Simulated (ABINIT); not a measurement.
Planning a run of ABINIT 10.8.3 on AlN (F-43m). The input:

```
acell 3*1.0 Angstrom
rprim 
  -0.000000000000 2.183993559600 2.183993559600
  2.183993559600 -0.000000000000 2.183993559600
  2.183993559600 2.183993559600 -0.000000000000
ntypat 2
znucl 13 7
natom 2
typat 1 2
xred 
  0.000000000000 0.000000000000 0.000000000000
  0.750000000000 0.750000000000 0.750000000000
pp_dirpath "pseudos"
pseudos "Al.upf, N.upf"
ecut 36
ngkpt 6 6 6
nshiftk 1
shiftk 0 0 0
kptopt 1
chksymbreak 0
istwfk *1
occopt 1
irdwfk 1
optdriver 3
nband 90
ecuteps 8.4
inclvkb 2
awtr 1
symchi 1
gwcalctyp 1
nfreqre 0
nfreqim 16
indata_prefix "in"
outdata_prefix "out"
tmpdata_prefix "tmp"
```

```sh
OMP_NUM_THREADS=1 mpirun -n 4 abinit run.abi > log
```

How long will it take on 4 MPI ranks of Arm Neoverse V1, shared host, and how much memory?

It took 1.8 min; on shared hardware allow 55 s to 3.7 min. Peak host memory was 0.73 GiB.

[Paths, hosts, dates, memory and timing lines, banners, echoed tables and standing remarks are left out of the program output.]

[Logs are printed without paths, hosts, clocks, repeated set-up lines and the standing remarks that a program may print on its own settings, such as how far it seeks lower states.]

[Runs of the session that timed out or met a known fault of the program may be left out.]

[Hosts, paths, dates, database ids (printed as entryN), source tags and the programs' standing remarks are cut or masked in the printed files.]

[G0W0 gaps are taken among the corrected bands and points alone; a level outside them can change the order at an edge.]

[Where Ansatz stands beside ABINIT at settings called matched, ABINIT's density can come from a denser mesh and the files from another edition; pairs whose starting gaps differed by over 0.03 eV were left out, so agreement reads better than it is.]
